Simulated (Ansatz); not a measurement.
**Te2Pt (Moncheite) in Ansatz: the effect of functional**

Te2Pt (Moncheite):

```
CELL_PARAMETERS angstrom
4.03656 0.00000 0.00000
-2.01828 3.49576 0.00000
0.00000 0.00000 5.23544
ATOMIC_POSITIONS crystal
Pt 0.00000 0.00000 0.00000
Te 0.66667 0.33333 0.75000
Te 0.33333 0.66667 0.25000
```

The cell isn't the ideal one: volume scaled by 1.02.

Alike in all runs:

```yaml
Program: Ansatz 0.2.0
Task: single point
Potentials_or_basis: Ansatz PAW
k_mesh: 8 × 8 × 5
Occupations: fermi-dirac, width 0.05 eV
Spin: no spin polarisation
```

```csv
functional,cutoff,pressure (GPa),largest force (eV/Å)
LDA,420 eV (not typed: the program's choice for these potentials),?,?
PBEsol,420 eV (not typed: the program's choice for these potentials),1.7,0.51
r2SCAN,500 eV (not typed: the program's choice for these potentials),4.5,0.61
```

Question: What does the run with functional LDA give?

Answer: Pressure -0.4 GPa; largest force 0.36 eV/Å.

Caveats: the PAW data sets come from PBE, with cores solved anew for the run's functional, which leaves a small shift of forces and pressure.

Runs at the PBE level aren't shown here.
